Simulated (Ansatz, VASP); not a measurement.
One calculation of KMgF3, two programs

```
CELL_PARAMETERS angstrom
3.88073 0.00000 0.00000
0.00000 3.88073 0.00000
0.00000 0.00000 3.88073
ATOMIC_POSITIONS crystal
K 0.00000 0.00000 0.00000
Mg 0.50000 0.50000 0.50000
F 0.50000 0.50000 0.00000
F 0.50000 0.00000 0.50000
F 0.00000 0.50000 0.50000
```

Change from the starting cell: hydrostatic strain -2.5%.

Alike in both runs: task single point; functional r2SCAN; k mesh 6 × 6 × 6; no spin polarisation.

```csv
,VASP,Ansatz
version,VASP 6.6.1,Ansatz 0.2.0
potentials or method,"VASP PAW PBE potentials, release 64 (K_sv, Mg, F)","plane waves, PAW"
plane-wave cutoff (eV),520,500
occupations,"gaussian, width 0.01 eV",fixed
valence electrons in the cell,32,40
```

```tsv
	VASP	Ansatz	Ansatz less VASP
gap on the k mesh at the Fermi level (eV)	8.91	8.93	+0.018
pressure (GPa)	6.5	7.1	+0.60
```

The two sets of potentials don't hold the same shells in valence.

Caveats: the PAW data sets were made with another functional, which shifts forces and pressure a little (VASP). A k mesh can miss the band edges.
